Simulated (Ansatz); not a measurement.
# LiF: how the settings move a single-point run

Aim: see which settings change the result for LiF, by how much, and at what cost.

Program: Ansatz 0.2.0. Level of theory: reference: DFT, PBEsol, all-electron LAPW, scalar-relativistic; levels and slopes on a fine mesh, independent-particle optical spectra. These are calculated values, not measurements.

## (1) The structure to begin with

Symmetry: Fm-3m, No. 225, cubic system. Conventional cell: a = 4.008 Å, b = 4.008 Å, c = 4.008 Å, α = 90.00°, β = 90.00°, γ = 90.00°. Around Li (site symmetry m-3m) lie 6 F at 2.00 Å. Around F (site symmetry m-3m) lie 6 Li at 2.00 Å.

Structure file:

```cif
data_structure
_symmetry_space_group_name_H-M 'Fm-3m'
_symmetry_Int_Tables_number 225
_cell_length_a 4.0079
_cell_length_b 4.0079
_cell_length_c 4.0079
_cell_angle_alpha 90.000
_cell_angle_beta 90.000
_cell_angle_gamma 90.000
_cell_volume 64.38
loop_
_atom_site_label
_atom_site_type_symbol
_atom_site_symmetry_multiplicity
_atom_site_Wyckoff_symbol
_atom_site_fract_x
_atom_site_fract_y
_atom_site_fract_z
_atom_site_occupancy
Li1 Li 4 a 0.00000 0.00000 0.00000 1
F1 F 4 b 0.50000 0.00000 0.00000 1
```

## (2) Baseline

File input.yaml:

```yaml
crystal:
  lattice:
    - [0.0, 2.00396998216, 2.00396998216]
    - [2.00396998216, 0.0, 2.00396998216]
    - [2.00396998216, 2.00396998216, 0.0]
  atoms:
    - { symbol: Li, position: [0.0, 0.0, 0.0] }
    - { symbol: F, position: [0.5, 0.5, 0.5] }
kpoints:
  mp_grid: { grid: [10, 10, 10] }
scf:
  occupations: { method: fixed }
hamiltonian:
  xc: pbesol
  pseudopotentials: { kind: all_electron, lapw: { basis_error: 0.001 } }
output:
  forces: true
  stress: true
  eigenvalues: true
  eigenstates:
    nscf_kmesh: { grid: [16, 16, 16] }
    de_dk: true
    e_range: [-9, 19.04774228378]
  optics:
    e_range: [0, 20]
    de: 0.2
    sigma: 0.25
    bands: { spectra_wanted_up_to: 20 }
    nscf_kmesh: { grid: [16, 16, 16] }
checkpoint:
  write: ck
  write_wavefunctions: false
```

On the command line:

```bash
> ansatz run input.yaml --threads 1 --pin off --max-ram 3072MiB --backend cpu --events-out ev --progress --plain --runs-dir out
```

## (3) Variant: mp_grid.grid [12, 12, 12]

input.yaml, as its differences from that of step 2:

```diff
@@ -9,3 +9,3 @@
 kpoints:
-  mp_grid: { grid: [10, 10, 10] }
+  mp_grid: { grid: [12, 12, 12] }
 scf:
```

What does the calculation give? Wanted: for each run, ending; energy change; pressure; gap; force.

**Answer**, as computed:

```csv
run,ending,energy change,pressure (GPa),gap (eV),force (eV/Å),cycles,time
reference,converged,0,-0.2,9.03,0.00,-,16 s
"1: mp_grid.grid [12, 12, 12]",converged,0.0 meV/atom,-0.2,9.03,0.00,7,17 s
```

Residual by cycle in the longest SCF loop of each run; runs are numbered as in the table. The quantity is the density residual dr2, in eV.

```csv
cycle,reference,run 1
1,0.348,0.348
2,0.00318,0.00318
3,0.0128,0.0128
4,1.3e-4,1.3e-4
5,3.7e-6,3.7e-6
6,5.9e-9,5.9e-9
7,7.9e-13,7.8e-13
```

What this shows: Changing the k-point mesh leaves the energy as it was (0.0 meV/atom).

The gaps are Kohn-Sham values of a semilocal functional, not quasiparticle or optical gaps. Such gaps usually fall short of the measured ones.
